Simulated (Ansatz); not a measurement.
A run of Ansatz 0.2.0 is set up as follows.

input.yaml

```yaml
crystal:
  lattice:
    - [3.16, 0.0, 0.0]
    - [0.0, 3.16, 0.0]
    - [0.0, 0.0, 3.16]
  atoms:
    - { symbol: Sb, position: [0.0, 0.0, 0.0] }
kpoints:
  mp_grid: { grid: [8, 8, 8] }
  band_path:
    path:
      - [0.0, 0.0, 0.0]
      - [0.0, 0.5, 0.0]
      - [0.5, 0.5, 0.0]
      - [0.0, 0.0, 0.0]
      - [0.5, 0.5, 0.5]
      - [0.0, 0.5, 0.0]
    npoints: 12
scf:
  occupations: { method: fermi_dirac, width: 0.05 }
hamiltonian:
  xc: lda
  pseudopotentials: { kind: all_electron, lapw: { basis_error: 0.001 } }
output:
  forces: true
  stress: true
  eigenvalues: true
```

Potentials or basis: all-electron LAPW, scalar-relativistic.

Launch:

```sh
$ ansatz run input.yaml --threads 1 --pin off --max-ram 3072MiB --backend cpu --events-out ev --progress --plain --runs-dir out
```

(1) What does it give for the pressure?

(2) Estimate the band gap along the path.

Answers

(1) -5.7 GPa.

(2) none (metal or under the smearing width).

Caveat: spin-orbit coupling is left out, which moves the levels of the heavy elements.
